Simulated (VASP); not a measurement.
# CdSe (P1) in VASP: single point with PBE

Aim: the single point of CdSe with PBE.

Everything below comes from runs of VASP 6.6.1. Logs are shortened: lines on timing, memory, paths and dates and some standing lists are left out, and cuts for length are marked.

## 1. The cell of the first run

The typed cell holds 2 atoms: a = 4.382 Å, b = 4.382 Å, c = 4.382 Å, α = 60.00°, β = 60.00°, γ = 60.00°.

The cell comes from a database or a generator and needn't be the stable form of this composition.

## 2. Single point, PBE (atom 1 moved 0.45 Å)

The input, INCAR:

```
PREC     = Accurate       # precision mode
ENCUT    = 520            # plane-wave cutoff, eV
EDIFF    = 1E-6           # SCF threshold, eV
ISMEAR   = 0              # smearing method
SIGMA    = 0.05           # smearing width, eV
LREAL    = False          # projectors in reciprocal space
LASPH    = True           # aspherical terms in the spheres
NELM     = 100            # most SCF steps
ALGO     = Fast           # electronic algorithm
ISIF     = 2              # what is computed and relaxed
LWAVE    = False          # write WAVECAR
LCHARG   = False          # write CHGCAR
GGA      = PE             # functional
NBANDS   = 16             # bands
```

The input, KPOINTS:

```
Automatic mesh
0
Gamma
  8 8 8
```

The input, POSCAR:

```
CdSe
1.0
    0.0000000000      3.0984146730      3.0984146730
    3.0984146730      0.0000000000      3.0984146730
    3.0984146730      3.0984146730      0.0000000000
Cd Se
1 1
Direct
   -0.0495013504      0.0128120847      0.0498546145
    0.7995013504      0.7371879153      0.7001453855
```

Potentials or basis: VASP PAW PBE potentials, release 64 (Cd, Se).

Started as:

```bash
> cat potpaw_PBE.64/Cd/POTCAR potpaw_PBE.64/Se/POTCAR > POTCAR
> mpirun -np 1 vasp_std > vasp.out
```

OUTCAR:

```text
PREC = Accurate
   ENCUT = 520
   EDIFF = 1E-6
   ISMEAR = 0
   LREAL = False
   LASPH = True
   NELM = 100
   ISIF = 2
   GGA = PE

 ion  position               nearest neighbor table
   1  0.950  0.013  0.050-   2 2.34   2 2.63   2 2.81   2 3.05
   2  0.800  0.737  0.700-   1 2.34   1 2.63   1 2.81   1 3.05

  LATTYP: Found a face centered cubic cell.
 ALAT       =     6.1968293460

  Lattice vectors:

 A1 = (   0.0000000000,   3.0984146730,   3.0984146730)
 A2 = (   3.0984146730,   0.0000000000,   3.0984146730)
 A3 = (   3.0984146730,   3.0984146730,   0.0000000000)

Analysis of symmetry for initial positions (statically):
=====================================================================
 Subroutine PRICEL returns:
 Original cell was already a primitive cell.

 Routine SETGRP: Setting up the symmetry group for a
 face centered cubic supercell.

 Subroutine GETGRP returns: Found  1 space group operations
 (whereof  1 operations were pure point group operations)
 out of a pool of 48 trial point group operations.

The static configuration has the point symmetry C_1 .

Analysis of symmetry for dynamics (positions and initial velocities):
=====================================================================
 Subroutine PRICEL returns:
 Original cell was already a primitive cell.

 Routine SETGRP: Setting up the symmetry group for a
 face centered cubic supercell.

 Subroutine GETGRP returns: Found  1 space group operations
 (whereof  1 operations were pure point group operations)
 out of a pool of 48 trial point group operations.

The dynamic configuration has the point symmetry C_1 .

 Subroutine INISYM returns: Found  1 space group operations
 (whereof  1 operations are pure point group operations),
 and found     1 'primitive' translations

----------------------------------------------------------------------------------------

                                     Primitive cell

  volume of cell :      59.4906

  direct lattice vectors                    reciprocal lattice vectors
     0.000000000  3.098414673  3.098414673    -0.161372848  0.161372848  0.161372848
     3.098414673  0.000000000  3.098414673     0.161372848 -0.161372848  0.161372848
     3.098414673  3.098414673  0.000000000     0.161372848  0.161372848 -0.161372848

  length of vectors
     4.381820052  4.381820052  4.381820052     0.279505972  0.279505972  0.279505972

  position of ions in fractional coordinates (direct lattice)
     0.950498650  0.012812085  0.049854614
     0.799501350  0.737187915  0.700145386

  ion indices of the primitive-cell ions
   primitive index   ion index
                 1           1
                 2           2

----------------------------------------------------------------------------------------

 KPOINTS: Automatic mesh

Automatic generation of k-mesh.
 Grid dimensions read from file:
 generate k-points for:    8    8    8

 Generating k-lattice:

  Cartesian coordinates                     Fractional coordinates (reciprocal lattice)
    -0.020171606  0.020171606  0.020171606     0.125000000  0.000000000  0.000000000
     0.020171606 -0.020171606  0.020171606     0.000000000  0.125000000  0.000000000
     0.020171606  0.020171606 -0.020171606     0.000000000  0.000000000  0.125000000

  Length of vectors
     0.034938246  0.034938246  0.034938246

  Shift w.r.t. Gamma in fractional coordinates (k-lattice)
     0.000000000  0.000000000  0.000000000

 Subroutine IBZKPT returns following result:
 ===========================================

 Found    260 irreducible k-points:

 Following reciprocal coordinates:
            Coordinates               Weight
  0.000000  0.000000  0.000000      1.000000
  0.125000  0.000000  0.000000      2.000000
  0.000000  0.125000  0.000000      2.000000
  0.000000  0.000000  0.125000      2.000000
  0.125000  0.125000  0.125000      2.000000
  0.250000  0.000000  0.000000      2.000000
[... 16 lines left out ...]
  0.125000  0.000000  0.250000      2.000000
  0.125000  0.125000 -0.125000      2.000000
 [... further k-points ...]
   k-points           NKPTS =    260   k-points in BZ     NKDIM =    260   number of bands    NBANDS=     16
   number of dos      NEDOS =    301   number of ions     NIONS =      2
   total plane-waves  NPLWV =  46656
   dimension x,y,z NGX =    36 NGY =   36 NGZ =   36
   dimension x,y,z NGXF=    72 NGYF=   72 NGZF=   72
   ions per type =               1   1
   NGX,Y,Z   is equivalent  to a cutoff of  13.66, 13.66, 13.66 a.u.
   NGXF,Y,Z  is equivalent  to a cutoff of  27.32, 27.32, 27.32 a.u.
 SYSTEM =  unknown system
   PREC   = accura    normal or accurate (medium, high low for compatibility)
   ISTART =      0    job   : 0-new  1-cont  2-samecut
   ICHARG =      2    charge: 1-file 2-atom 10-const
   ISPIN  =      1    spin polarized calculation?
   LNONCOLLINEAR =      F non collinear calculations
   LSORBIT =      F    spin-orbit coupling
   LASPH  =      T    aspherical Exc in radial PAW
   ENCUT  =  520.0 eV  38.22 Ry    6.18 a.u.   8.15  8.15  8.15*2*pi/ulx,y,z
   NELM   =    100;   NELMIN=  2; NELMDL= -5     # of ELM steps
   EDIFF  = 0.1E-05   stopping-criterion for ELM
   LREAL  =      F    real-space projection
   EDIFFG = 0.1E-04   stopping-criterion for IOM
   NSW    =      0    number of steps for IOM
   IBRION =     -1    ionic relax: 0-MD 1-quasi-New 2-CG
   NFREE  =      0    steps in history (QN), initial steepest desc. (CG)
   ISIF   =      2    stress and relaxation
   ISYM   =      2    0-nonsym 1-usesym 2-fastsym
   POTIM  = 0.5000    time-step for ionic-motion
   TEBEG  =    0.0;   TEEND  =   0.0 temperature during run
   PSTRESS=    0.0 pullay stress
   NELECT =      18.0000    total number of electrons
   NUPDOWN=      -1.0000    fix difference up-down
   EMIN   =  10.00;   EMAX   =-10.00  energy-range for DOS
   EFERMI =   0.00;   METHOD = LEGACY
   ISMEAR =     0;   SIGMA  =   0.05  broadening in eV -4-tet -1-fermi 0-gaus
   EFERMI_NEDOS =   21; number of points for ismear=-14 and -15
   IALGO  =     68    algorithm
   IMIX   =      4    mixing-type and parameters
     AMIX     =   0.40;   BMIX     =  1.00
     AMIX_MAG =   1.60;   BMIX_MAG =  1.00
  volume/ion in A,a.u.               =      29.75       200.73
  Fermi-wavevector in a.u.,A,eV,Ry     =   1.099047  2.076897 16.434525  1.207904
  Thomas-Fermi vector in A             =   2.235435
   LORBIT       =      0    0 simple, 1 ext, 2 COOP (PROOUT), +10 PAW based schemes
   GGA     = PE    functional components
   LHFCALC =     F    Hartree Fock is set to
   AEXX    =    0.0000 exact exchange contribution
   IVDW    =     0    specifies the selected vdW correction
   LEPSILON=     F    determine dielectric tensor
   LRPA    =     F    only Hartree local field effects (RPA)
 non-spin polarized calculation
 RMM-DIIS sequential band-by-band and
 Gauss-broadening in eV      SIGMA  =   0.05
  energy-cutoff  :      520.00
  volume of cell :       59.49
 maximum number of plane-waves:      1639
 NGX is ok and might be reduce to    36
   NGX = 17   NGY = 17   NGZ = 17

 number of electron      18.0000000 magnetization

 Free energy of the ion-electron system (eV)
  ---------------------------------------------------
  ext. energy  EPLUGINS =         0.00000000
  ---------------------------------------------------
  free energy    TOTEN  =        -5.02882701 eV

  energy without entropy =       -5.02882701  energy(sigma->0) =       -5.02882701

 E-fermi :   0.8744     XC(G=0):  -8.6300

 val. band max:        0.6212976627   @ k =   0.0000   0.0000   0.0000
 cond. band min:       1.1665333467   @ k =   0.0000   0.0000   0.0000
 fundamental gap:      0.5452356840
 Fermi energy:         0.8744140366

 k-point     1 :       0.0000    0.0000    0.0000
  band No.  band energies     occupation
      1     -12.0119      2.00000
      2      -7.6350      2.00000
      3      -7.4604      2.00000
      4      -7.2621      2.00000
      5      -7.1294      2.00000
      6      -7.0981      2.00000
[... 8 lines left out ...]
     15      11.1704      0.00000
     16      11.3988      0.00000

 k-point     2 :       0.1250    0.0000    0.0000
  band No.  band energies     occupation
      1     -11.9735      2.00000
      2      -7.6256      2.00000
      3      -7.4597      2.00000
      4      -7.2323      2.00000
      5      -7.1205      2.00000
      6      -7.0909      2.00000
[... 8 lines left out ...]
     15      10.7897      0.00000
     16      10.9213      0.00000

 k-point     3 :       0.0000    0.1250    0.0000
  band No.  band energies     occupation
      1     -11.9582      2.00000
      2      -7.6377      2.00000
      3      -7.4090      2.00000
      4      -7.2566      2.00000
      5      -7.1222      2.00000
      6      -7.0966      2.00000
[... 8 lines left out ...]
     15      10.6477      0.00000
     16      10.9006      0.00000

 k-point     4 :       0.0000    0.0000    0.1250
  band No.  band energies     occupation
      1     -11.9526      2.00000
      2      -7.6141      2.00000
      3      -7.4180      2.00000
      4      -7.2397      2.00000
      5      -7.1347      2.00000
      6      -7.1031      2.00000
[... 8 lines left out ...]
     15      10.5379      0.00000
     16      10.8880      0.00000
[... 324 lines left out ...]
 k-point    22 :       0.0000    0.2500    0.1250
  band No.  band energies     occupation
      1     -11.8624      2.00000
      2      -7.6199      2.00000
      3      -7.3310      2.00000
      4      -7.2247      2.00000
      5      -7.1112      2.00000
      6      -7.0657      2.00000
[... 8 lines left out ...]
     15      11.5041      0.00000
     16      11.8922      0.00000

 k-point    23 :       0.1250    0.0000    0.2500
  band No.  band energies     occupation
      1     -11.8152      2.00000
      2      -7.5547      2.00000
      3      -7.3241      2.00000
      4      -7.2392      2.00000
      5      -7.1168      2.00000
      6      -7.0924      2.00000
[... 8 lines left out ...]
     15      11.0124      0.00000
     16      11.7063      0.00000

 k-point    24 :       0.1250    0.1250   -0.1250
  band No.  band energies     occupation
      1     -11.8255      2.00000
      2      -7.5656      2.00000
      3      -7.3520      2.00000
      4      -7.1997      2.00000
      5      -7.1279      2.00000
      6      -7.0885      2.00000
[... 8 lines left out ...]
     15      11.1374      0.00000
     16      11.9065      0.00000

 [... further k-points ...]

------------------------ aborting loop because EDIFF is reached ----------------------------------------

  FORCE on cell =-STRESS in cart. coord.  units (eV):
  Direction    XX          YY          ZZ          XY          YZ          ZX
  --------------------------------------------------------------------------------------
  -------------------------------------------------------------------------------------
  Total        0.7891957      2.1068775      1.4704470      1.7090421     -2.4866038     -1.3568898
  in kB       21.2542923     56.7415580     39.6014734     46.0272190    -66.9681896    -36.5431964
  external PRESSURE =      39.1991079 kB  Pullay stress =       0.0000000 kB

 VOLUME and BASIS-vectors are now :
 -----------------------------------------------------------------------------
  energy-cutoff  :      520.00
  volume of cell :       59.49
      direct lattice vectors                 reciprocal lattice vectors
     0.000000000  3.098414673  3.098414673    -0.161372848  0.161372848  0.161372848
     3.098414673  0.000000000  3.098414673     0.161372848 -0.161372848  0.161372848
     3.098414673  3.098414673  0.000000000     0.161372848  0.161372848 -0.161372848

 POSITION                                       TOTAL-FORCE (eV/Angst)
 -----------------------------------------------------------------------------------
      0.19417      3.09951      2.98474        -1.802407     -1.497122      1.443817
      4.45345      4.64653      4.76130         1.802407      1.497122     -1.443817
 -----------------------------------------------------------------------------------
    total drift:                               -0.001369     -0.001193      0.001031

  FREE ENERGIE OF THE ION-ELECTRON SYSTEM (eV)
  ---------------------------------------------------
  free  energy   TOTEN  =        -5.0288270110 eV

  energy  without entropy=       -5.0288270110  energy(sigma->0) =       -5.02882701
```

Wall time 2.3 min (1 thread of AMD EPYC 9R45 (Zen 5), shared host); peak memory 0.38 GiB.

What came out:

```yaml
Free_energy: -5.0288 eV
Pressure: 3.9 GPa
Largest_force: 2.752 eV/Å
Band_gap_on_the_k_mesh: 0.55 eV, direct
```

Forces on the atoms (eV/Å):
```
Cd  -1.802 -1.497  1.444
Se   1.802  1.497 -1.444
```

Levels at points of the mesh, in eV from the valence-band top:
| k point | band 5 | band 6 | band 7 | band 8 | band 9 | band 10 | band 11 | band 12 | band 13 | band 14 |
| --- | --- | --- | --- | --- | --- | --- | --- | --- | --- | --- |
| (0.00, 0.00, 0.00) | -7.75 | -7.72 | -0.58 | -0.06 | 0.00 | 0.55 | 5.70 | 6.02 | 6.48 | 9.20 |
| (0.50, 0.00, 0.00) | -7.68 | -7.41 | -3.49 | -1.06 | -0.32 | 1.75 | 5.43 | 6.75 | 6.84 | 9.66 |
| (0.00, 0.50, 0.00) | -7.69 | -7.47 | -4.32 | -1.19 | -0.30 | 2.41 | 5.48 | 7.12 | 7.47 | 9.53 |
| (0.00, 0.00, 0.50) | -7.76 | -7.54 | -4.73 | -1.19 | -0.55 | 2.79 | 5.97 | 7.23 | 7.45 | 9.61 |
| (0.50, 0.50, 0.50) | -7.69 | -7.44 | -3.96 | -1.25 | -0.29 | 2.18 | 5.40 | 7.00 | 7.36 | 9.52 |
| (0.50, 0.50, 0.00) | -7.70 | -7.44 | -4.00 | -1.74 | -1.53 | 2.78 | 3.72 | 8.60 | 9.70 | 10.30 |
| (0.00, 0.50, 0.50) | -7.69 | -7.40 | -3.79 | -1.90 | -1.59 | 2.57 | 4.04 | 8.56 | 9.40 | 10.53 |
| (0.50, 0.00, 0.50) | -7.68 | -7.44 | -4.10 | -1.84 | -1.38 | 2.94 | 3.51 | 8.67 | 9.70 | 10.29 |

Caveat: forces of over 1 eV/Å show positions far from the minimum, so gaps and moduli don't describe the material at rest.
